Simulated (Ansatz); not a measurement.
**Bilayer C: simulated STM**

Aim: relax bilayer C, then simulate its STM images at several biases.

Method: DFT PBE+D3(BJ), scalar-relativistic, plane waves, PAW, in Ansatz 0.2.0.

## Step 1: The structure to begin with

Symmetry: C2/m, No. 12, monoclinic system. Conventional cell: a = 4.255 Å, b = 2.457 Å, c = 20.503 Å, α = 90.00°, β = 90.00°, γ = 90.00°. Around C (site symmetry m) lie 3 C at 1.42 Å.

Coordinates:

```
C
1.0
     2.45645    0.00000    0.00000
     1.22812    2.12742    0.00000
     0.00000    0.00000   20.50348
C
4
Direct
  0.15746 0.15746 0.41456
  0.49081 0.49081 0.41460
  0.48159 0.48159 0.58540
  0.81494 0.81494 0.58544
```

Two layers cut from the bulk, bulk lattice in the plane.

## Step 2: Relaxing the atoms

input.yaml

```yaml
crystal:
  lattice:
    - [2.45645465, 0.0, 0.0]
    - [1.22811709, 2.12741577, 0.0]
    - [0.0, 0.0, 20.5034818813]
  atoms:
    - { symbol: C, position: [0.15745842, 0.15745842, 0.4145637336] }
    - { symbol: C, position: [0.49080768, 0.49080768, 0.4145955219] }
    - { symbol: C, position: [0.48159147, 0.48159147, 0.5854044781] }
    - { symbol: C, position: [0.81494072, 0.81494072, 0.5854362664] }
basis:
  ecutwfc: 600.0
  fft_grid_basis: typed
kpoints:
  mp_grid: { grid: [12, 12, 1] }
hamiltonian:
  xc: pbe
  dispersion: d3bj
scf:
  occupations: { method: gaussian, width: 0.05 }
output:
  forces: true
  eigenvalues: true
efield:
  axis: 3
  dipole_correction: true
  ramp_width: 0.04
relax:
  adjacent_minimum: "off"
  f_tol: 0.04
  max_steps: 40
```

Command:

```sh
$ ansatz run input.yaml --threads 1 --pin off --max-ram 2211MiB --backend cpu --events-out ev --progress --plain --runs-dir out
```

What it wrote (excerpt; [...] marks lines left out):

```text
Warning: RAYON_NUM_THREADS=1 ignored (pool sized by the plan → 1); use --threads N
[...]
Pseudopotentials: kind: paw
Pseudopotential: C, paw, valence charge 4, recommended cutoff 420 eV (normal), C.paw.azcp
Functional definition: PBE
[...]
Crystal: 4 atoms, lattice volume = 107.149 Å³
Basis set: ecut = 600 eV, 3525 PW (Γ), exchange–correlation on 40×40×360 points (8 copies of the dense FFT grid, shifted against one another)
Bands: 12, of which v1, the nominal top of the filled ones, is band 8 counted from 1 (7 counted from 0)
Symmetry: 2 space group operations
k-points: 43 of 144 (time reversal used)
[...]
SCF iter   1: F=—  HF=-1004.221887 eV  |F-HF|=—  |Δ(HF+E_count)|=         —  Δρ=2.04e-3  dr2=5.08e-3  ethr=1.77e-3  p=-0.000 e·Å  D=-6.10e-12 V/Å  ΔV_dip=0.00 eV  dr2_dipole=1.13e-8  V_vac-E_F(+/−)=4.42/4.42 eV  ⟨swp⟩=6.5  Hψ=3596  notcnv=0
[...]
relax step   1: F+E_penalty+E_count = -1004.22205386 eV  Δ(F+E_penalty+E_count) = +0.000e0 eV  max|allowed force component| = 1.669e-2 eV/Å  Δτ_max = 0.0000 Å  (6 SCF iters, dr2 threshold 4.00e-5 eV, accepted)
[...]
relax step   2: F+E_penalty+E_count = -1004.22205388 eV  Δ(F+E_penalty+E_count) = -1.333e-8 eV  max|allowed force component| = 1.674e-2 eV/Å  Δτ_max = 0.0000 Å  (4 SCF iters, accepted)
SCF converged after 4 iterations
Free energy (F): -1004.222054 eV
[...]
E sigma→0 (E₀):  -1004.221674 eV
Entropy (-TS):   -0.000761 eV (-0.190 meV/atom)
Fermi energy:    -0.530800 eV
Dipole field:    D = -0.000007 V/Å  (p = -0.000004 e·Å, saw-weighted, corrected)
Work function:   Φ+ = 4.2342 eV   Φ− = 4.2341 eV
Levels:          The Fermi level and band energies are counted from a zero that moves with the ramp; work functions are not
[...]
--- Forces (eV/Å), atoms counted from 1 ---
  atom   1  C      0.00299103     0.00172698     0.01674296
  atom   2  C     -0.00275254    -0.00158927     0.01369172
  atom   3  C      0.00275027     0.00158796    -0.01369120
  atom   4  C     -0.00298882    -0.00172570    -0.01674238
[...]
--- Band table (eV; the first three rows and the last of 43) ---
  k-point 0: bands = ["-20.1876", "-20.0814", "-8.6021", "-7.8261", "-3.5652", "-3.5634", "-3.5601", "-3.5571", "2.8258", "3.2285", "3.9881", "5.0951"]
[...]
--- Relaxed structure (2 steps of the walk, 2 accepted, 0 SCFs on fresh bases) ---
  F+E_penalty+E_count = -1004.22205388 eV   max|allowed force component| = 1.674e-2 eV/Å
  atoms:
    - { symbol: C, position: [0.15745842000000002, 0.15745842, 0.41456373359999993] }
    - { symbol: C, position: [0.4908076800000001, 0.49080768, 0.41459552189999993] }
    - { symbol: C, position: [0.48159147, 0.48159146999999997, 0.5854044781] }
    - { symbol: C, position: [0.81494072, 0.81494072, 0.5854362664] }
```

It took 6.8 s on 1 thread of AMD EPYC 9R45 (Zen 5), shared host; peak memory 0.43 GiB.

Relaxation path:

```
step  energy from step 1 (eV/cell)  largest force component (eV/Å)
   1                        0.0000                          0.0167
   2                        0.0000                          0.0167
```

Step 1 is the start.

The cell repeats along c, and a dipole correction in the vacuum removes the field between the copies.

From the log: work function 4.23 eV.

## Step 3: Densities by energy window

The windows are in eV from the zero of bias; a denser mesh resolves them.

input.yaml

```yaml
crystal:
  lattice:
    - [2.45645465, 0.0, 0.0]
    - [1.22811709, 2.12741577, 0.0]
    - [0.0, 0.0, 20.5034818813]
  atoms:
    - { symbol: C, position: [0.15745842, 0.15745842, 0.4145637336] }
    - { symbol: C, position: [0.4908076799, 0.4908076801, 0.4145955219] }
    - { symbol: C, position: [0.4815914699, 0.4815914701, 0.5854044781] }
    - { symbol: C, position: [0.8149407198, 0.8149407202, 0.5854362664] }
basis:
  ecutwfc: 600.0
  fft_grid_basis: typed
kpoints:
  mp_grid: { grid: [48, 48, 1] }
hamiltonian:
  xc: pbe
  dispersion: d3bj
scf:
  occupations: { method: gaussian, width: 0.05 }
output:
  forces: true
  eigenvalues: true
  band_densities:
    - { e_range: [-2.0, -1.0] }
    - { e_range: [-1.0, -0.5] }
    - { e_range: [-0.5, -0.25] }
    - { e_range: [-0.25, 0.0] }
    - { e_range: [0.0, 0.25] }
    - { e_range: [0.25, 0.5] }
    - { e_range: [0.5, 1.0] }
    - { e_range: [1.0, 1.5] }
  band_residual_tolerance: 1.0e-05
  write_potential: true
  elf: true
  write_density: true
  volumetric_format: npy
efield:
  axis: 3
  dipole_correction: true
  ramp_width: 0.04
checkpoint:
  read: start.run
  write: ck
  compress: false
  write_wavefunctions: false
  write_every: 100000
```

Command:

```sh
$ ansatz run input.yaml --threads 1 --pin off --max-ram 2211MiB --backend cpu --events-out ev --progress --plain --runs-dir out
```

What it wrote:

```text
Warning: RAYON_NUM_THREADS=1 ignored (pool sized by the plan → 1); use --threads N
Engine: ansatz 0.2.0, x86_64-unknown-linux-gnu
[... 3 set-up lines as earlier in the session ...]
  parameter kappa = 0.804
  parameter beta = 0.06672455060314922
  exchange = pbe_x(kappa = kappa, mu = beta*pi^2/3)
  correlation = pbe_c(beta = beta)
Crystal: 4 atoms, lattice volume = 107.149 Å³
Basis set: ecut = 600 eV, 3525 PW (Γ), exchange–correlation on 40×40×360 points (8 copies of the dense FFT grid, shifted against one another)
Bands: 12, of which v1, the nominal top of the filled ones, is band 8 counted from 1 (7 counted from 0)
[... 1 set-up line as earlier in the session ...]
k-points: 601 of 2304 (time reversal used)
Non-local potential: C, projectors of the file, l = 0: 2, l = 1: 2, l = 2: 1
PAW form: soft (Blöchl's): semilocal exchange-correlation on the pseudo side does not see the compensation charge
PAW one-centre angular grid: C, 110 points (default); XC on 64 Gauss nodes
Initial density: read from a saved state, or passed on in memory by an earlier SCF of this step, an earlier step, the calling program or the single point that the run made first
Initial wavefunctions: pseudopotential atomic-orbital guess
Functional: x = pbe(κ = 0.804, μ = 0.2195149727645171), c = pbe(β = 0.06672455060314922)
iter 1 solved again at ethr=3.46e-7 eV; its pass at ethr=3.10e-3 eV (dr2=5.54e-5 eV) is discarded
SCF iter   1: F=—  HF=-1004.230659 eV  |F-HF|=—  |Δ(HF+E_count)|=         —  Δρ=3.01e-5  dr2=2.35e-6  ethr=3.46e-7  p=0.000 e·Å  D=3.62e-7 V/Å  ΔV_dip=-0.00 eV  dr2_dipole=8.52e-13  V_vac-E_F(+/−)=4.23/4.23 eV  ⟨swp⟩=3.3  Hψ=74178  notcnv=0
efield: sawtooth ramp at fractional position 0.9800 (handed on by an earlier solve), width 0.0400; the density the first Hamiltonian is built on has a dipole p = 0.000 e·Å; the dipole correction subtracts the counter field D = 3.62e-7 V/Å, which shifts the + side's vacuum level by -0.00 eV against the − side's; the planar-averaged density in the ramp window peaks in size at 7.1e-8 e/Å³
preconditioner: auto → none  [metal: Δε(μ)=0.017 eV  Ē_g=14.943 eV  σ=0.050 eV  W_gap=0.19  n_scr=12 (ndim 8)  ℏωp=14.3 eV  f_vac=0.646  D(μ)=0.04/eV (n_scr^D=0)]
SCF iter   2: F=—  HF=-1004.230643 eV  |F-HF|=—  |Δ(HF+E_count)|=   1.59e-5  Δρ=1.91e-5  dr2=5.82e-7  ethr=1.47e-8  p=-0.000 e·Å  D=-4.87e-7 V/Å  ΔV_dip=0.00 eV  dr2_dipole=9.95e-13  V_vac-E_F(+/−)=4.24/4.24 eV  ⟨swp⟩=2.6  Hψ=11807  notcnv=0
SCF iter   3: F=—  HF=-1004.230643 eV  |F-HF|=—  |Δ(HF+E_count)|=   1.02e-8  Δρ=8.32e-6  dr2=1.11e-7  ethr=3.64e-9  p=0.000 e·Å  D=2.55e-7 V/Å  ΔV_dip=-0.00 eV  dr2_dipole=2.91e-13  V_vac-E_F(+/−)=4.23/4.23 eV  ⟨swp⟩=2.1  Hψ=9950  notcnv=0
SCF iter   4: F=-1004.230643 eV  HF=-1004.230643 eV  |F-HF|=9.79e-9  |Δ(HF+E_count)|=   6.06e-8  Δρ=4.14e-6  dr2=2.36e-8  ethr=6.25e-10  p=-0.000 e·Å  D=-3.16e-7 V/Å  ΔV_dip=0.00 eV  dr2_dipole=5.19e-13  V_vac-E_F(+/−)=4.24/4.24 eV  ⟨swp⟩=17.4  Hψ=65196  notcnv=0
SCF 1 converged in 4 iterations: F = -1004.230643 eV  dr2 = 2.36e-8
NSCF: frozen V_eff on 47 k-points
efield: sawtooth ramp at fractional position 0.9800 (kept from the solve that this one continues, or follows in the run), width 0.0400; the density the first Hamiltonian is built on has a dipole p = -0.000 e·Å; the dipole correction subtracts the counter field D = -3.16e-7 V/Å, which shifts the + side's vacuum level by +0.00 eV against the − side's; the planar-averaged density in the ramp window peaks in size at 6.8e-8 e/Å³
SCF converged after 4 iterations
Free energy (F): -1004.230643 eV
Harris-Foulkes:  -1004.230643 eV  (|F-HF|=9.79e-9)
Internal energy: -1004.230595 eV  (E = F + TS)
E sigma→0 (E₀):  -1004.230619 eV
Entropy (-TS):   -0.000048 eV (-0.012 meV/atom)
Fermi energy:    -0.531301 eV
Dipole field:    D = 0.000001 V/Å  (p = 0.000001 e·Å, saw-weighted, corrected)
Work function:   Φ+ = 4.2352 eV   Φ− = 4.2353 eV
Levels:          The Fermi level and band energies are counted from a zero that moves with the ramp; work functions are not
--- Per-component energies (eV) ---
  E_band       = -155.416231
  E_kinetic    = 364.662440
  E_local      = -7962.282807  (includes V_loc(G=0)·N_el)
  E_nonlocal   = 109.660754
  E_hartree    = 3798.990202
  E_xc         = -192.248403
  E_vxc        = -238.025161  (∫ρ·V_xc dr)
  E_paw        = -397.542167  (= ΣΔE_a)
  E_vpaw       = -27.412869  (= ΣTr[D̂ρ^β])
  E_aug_tail   = 0.000005  (compensation charges beyond the density's cutoff)
  E_efield     = 0.000000  (sawtooth field / dipole correction)
  E_vefield    = 0.000000  (∫n·V_field dr)
  E_ewald      = 3274.995064
  E_disp       = -0.465683  (pairwise vdW)
  E_smearing   = -0.000048  (= −TS)
  E_closure    = 0.000000  (closes the sum)
  Σ components = -1004.230643   (vs F -1004.230643, Δ=0.00e0)
--- Forces (eV/Å), atoms counted from 1 ---
  atom   1  C      0.00233636     0.00134898     0.01828033
  atom   2  C     -0.00312379    -0.00180363     0.00449985
  atom   3  C      0.00312167     0.00180240    -0.00450071
  atom   4  C     -0.00233429    -0.00134778    -0.01828137
  max |Σ_I F_I| component: 1.90e-6 eV/Å
--- Band table (eV; the first three rows and the last of 601) ---
  k-point 0: bands = ["-20.1880", "-20.0818", "-8.6028", "-7.8266", "-3.5654", "-3.5636", "-3.5603", "-3.5574", "2.8259", "3.2287", "3.9882", "5.0937"]
  k-point 1: bands = ["-20.1777", "-20.0715", "-8.5903", "-7.8144", "-3.6081", "-3.6024", "-3.5871", "-3.5808", "2.8397", "3.2428", "4.0024", "5.1079"]
  k-point 2: bands = ["-20.1466", "-20.0407", "-8.5527", "-7.7778", "-3.7357", "-3.7288", "-3.6549", "-3.6480", "2.8814", "3.2850", "4.0451", "5.1503"]
  k-point 600: bands = ["-14.8595", "-14.8246", "-13.8513", "-13.8249", "-6.9938", "-6.9762", "-3.0474", "-2.7994", "1.0511", "1.3087", "6.8914", "7.0341"]
--- Band densities, each state counted as filled ---
  window                                       electrons  max residual (eV)  cut levels
  e_range: [-2, -1]                             0.401042             3.5e-9           0
  e_range: [-1, -0.5]                           0.095486             2.7e-9           0
  e_range: [-0.5, -0.25]                        0.015625             2.1e-9           0
  e_range: [-0.25, 0]                           0.012153             2.2e-9           0
  e_range: [0, 0.25]                            0.008681             3.1e-6           0
  e_range: [0.25, 0.5]                          0.024306             3.0e-6           0
  e_range: [0.5, 1]                             0.090278             2.7e-6           0
  e_range: [1, 1.5]                             0.232639             2.3e-6           0
```

It took 54 s on 1 thread of AMD EPYC 9R45 (Zen 5), shared host; peak memory 1.5 GiB.

From the log: work function 4.24 eV.

band_densities.tsv:

```
# window	n_electrons	max_residual_ev	n_cut_levels
# fermi_ev = -0.531301
# range_zeros_ev = -0.531301
# range_zeros_ev: from where a range's energies are measured, in spin up and in spin down where the run solves two channels
e_range_-2_-1	0.401042	3.517e-9	0
e_range_-1_-0.5	0.095486	2.715e-9	0
e_range_-0.5_-0.25	0.015625	2.142e-9	0
e_range_-0.25_0	0.012153	2.217e-9	0
e_range_0_0.25	0.008681	3.071e-6	0
e_range_0.25_0.5	0.024306	3.004e-6	0
e_range_0.5_1	0.090278	2.661e-6	0
e_range_1_1.5	0.232639	2.257e-6	0
```

## Step 4: Tersoff–Hamann images

Tersoff–Hamann simulation (s-wave tip); biases are sample biases.

Images at several biases, each described by its contrast.

| bias | height (Å) | bright/dark | brightest over |
| --- | --- | --- | --- |
| −2.00 V | 3.0 | 6.3 | all top C atoms |
| −1.00 V | 3.0 | 17 | all top C atoms |
| −0.50 V | 3.0 | 36 | top C atoms that have no atom directly beneath |
| +0.50 V | 3.0 | 26 | all top C atoms |
| +1.00 V | 3.0 | 5.8 | all top C atoms |
| +1.50 V | 3.0 | 1.6 | top C atoms that have a C atom directly beneath |

The slab has states at the Fermi level, though not all of them need reach the top face. Its work function (top face) is 4.24 eV.

Constant-current image at a set point of 4.9 × 10⁻⁷ e/Å³, bias −0.50 V (filled states), over one surface cell. Columns run along a, rows up along b; exposed atoms at C (0.81, 0.81), C (0.48, 0.48).

Ten even steps from ' ' (0.00 Å) to '@' (1.07 Å):
```
@@%%##****##%%@@@@@@@@@@
@@@@%%######%%@@@@@@@@@@
@@@@@@%%%%%%%%@@@@@@@@@@
@@@@@@@@%%%%%%%%@@@@@@@@
@@@@@@@@@@@@@@%%%%@@@@@@
%%%%%%@@@@@@@@@@%%%%%%%%
####%%%%%%@@@@@@%%%%####
******##%%%%@@@@%%%%##**
==--==**##%%@@@@@@%%##**
++..  ==**%%%%@@@@@@%%##
**==..--**##%%@@@@@@@@%%
%%**++==**##%%@@@@@@@@@@
```

The brightest spots lie over the top C atoms that have no atom directly beneath; the darkest points are over hollow sites. The corrugation is 1.1 Å at a mean tip height of 3.0 Å.

Constant-current image at a set point of 1.5 × 10⁻⁹ e/Å³, bias +0.50 V (empty states), over one surface cell. Columns run along a, rows up along b; exposed atoms at C (0.81, 0.81), C (0.48, 0.48).

Ten even steps from ' ' (0.00 pm) to '@' (72.40 pm):
```
%%##******##%%@@@@@@@@@@
@@%%%%####%%%%@@@@@@@@@@
@@@@@@%%%%%%@@@@@@@@@@@@
@@@@@@@@@@@@@@@@@@@@@@@@
@@@@@@@@@@@@@@@@@@@@@@@@
%%%%%%@@@@@@@@@@@@@@%%%%
######%%@@@@@@@@@@%%%%##
++++**##%%@@@@@@@@%%##**
==::--++##%%@@@@@@%%##**
==..  --**##%%@@@@@@%%**
++--..::++##%%@@@@@@%%##
##++====++##%%@@@@@@@@%%
```

The brightest spots lie over all the top C atoms; the darkest points are over hollow sites. The corrugation is 72 pm at a mean tip height of 4.5 Å.

## Step 5: Decay, spin and depth

Decay of the current with height.

Near 4 Å the plane average falls as exp(−3.93 z/Å), a factor of 51 per ångström, which gives an apparent barrier of 14.7 eV (0.952 eV Å² times the slope squared). The vacuum level lies 4.24 eV above zero bias. The apparent barrier is well above that, because the states in the window carry large momentum along the surface and so decay faster than zone-centre states.

Shares of each window's states by atomic plane (%), top plane first:

```csv
window (eV),states,1 C2,2 C2
-2 to -1,0.40,50,50
-1 to -0.5,0.10,50,50
+0.25 to +0.5,0.02,50,50
+0.5 to +1,0.09,50,50
+1 to +1.5,0.23,50,50
```

## Step 6: Results

```
                            quantity         value
             work function, top face       4.24 eV
         gap of the slab on its mesh  none (metal)
corrugation at −0.50 V, tip 3.0 Å up         1.1 Å
corrugation at +0.50 V, tip 4.5 Å up         72 pm
```

**Reading.** At −0.50 V the brightest spots lie over the top C atoms that have no atom directly beneath; the darkest points are over hollow sites. At +0.50 V the brightest spots lie over all the top C atoms; the darkest points are over hollow sites. The model has an s-wave tip and no tip-sample forces.

Counted by bands, a gap of 0.02 eV stays open on the mesh in 2 runs that read as metallic: the smearing reaches across it.
